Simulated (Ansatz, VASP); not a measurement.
Given: the input of a run of Ansatz 0.2.0 on Mg.

Contents of input.yaml:

```yaml
crystal:
  lattice:
    - [0.0, 2.244256, 2.244256]
    - [2.244256, 0.0, 2.244256]
    - [2.244256, 2.244256, 0.0]
  atoms:
    - { symbol: Mg, position: [0.0, 0.0, 0.0] }
hamiltonian:
  xc: revpbe
  pseudopotentials: { kind: paw }
kpoints:
  mp_grid: { grid: [10, 10, 10] }
scf:
  occupations: { method: fermi_dirac, width: 0.05 }
output:
  forces: true
  stress: true
  eigenvalues: true
relax:
  f_tol: 0.01
  max_steps: 40
  cell: { stress_tol: 0.05 }
```

Potentials or basis: Ansatz PAW.

Launch:

```bash
$ ansatz run input.yaml --threads 2 --pin off --max-ram 5632MiB --backend cpu --events-out ev --progress --plain --runs-dir out
```

Problem. Set up the same calculation for VASP 6.6.1. Potentials there: VASP PAW PBE potentials, release 64 (Mg).

Solution. As run (the cutoff follows the program's own potentials):

File INCAR:

```
SYSTEM = Mg
PREC = Accurate
ENCUT = 600
EDIFF = 1E-6
ISMEAR = -1
SIGMA = 0.05
LREAL = .False.
LASPH = .True.
NELM = 100
ALGO = Normal
ISIF = 3
LWAVE = .False.
LCHARG = .False.
GGA = RE
IBRION = 2
NSW = 60
EDIFFG = -0.01
```

KPOINTS

```
Automatic mesh
0
Gamma
  10 10 10
  0 0 0
```

The input POSCAR:

```
Mg
1.0
    0.0000000000      2.2442560000      2.2442560000
    2.2442560000      0.0000000000      2.2442560000
    2.2442560000      2.2442560000      0.0000000000
Mg
1
Direct
    0.0000000000      0.0000000000      0.0000000000
```

Potentials or basis: VASP PAW PBE potentials, release 64 (Mg).

The run is started by

```console
$ cat potpaw_PBE.64/Mg/POTCAR > POTCAR
$ mpirun -np 1 vasp_std > vasp.out
```

Both were run:

|  | VASP | Ansatz | Ansatz less VASP |
| --- | --- | --- | --- |
| gap on the k mesh at the Fermi level, each at its own relaxed structure (eV) | none | none | - |
| relaxed volume (Å³/atom) | 23.62 | 23.71 | +0.093 |
| relaxed cell length with the largest relative difference (Å) | 3.220 | 3.225 | +0.0042 |
| energy change over the relaxation (meV/atom) | -5 | -6 | -1.2 |

A gap of «none» marks a metal or a gap that the smearing closes. The two sets of potentials don't hold the same shells in valence.

Caveats: the PAW data sets were made with another functional, which shifts forces and pressure a little (VASP); the plane-wave basis is chosen anew once the cell has moved, so the energies of steps on either side of that aren't comparable (Ansatz); the PAW data sets come from PBE, with cores solved anew for the run's functional, which leaves a small shift of forces and pressure (Ansatz).
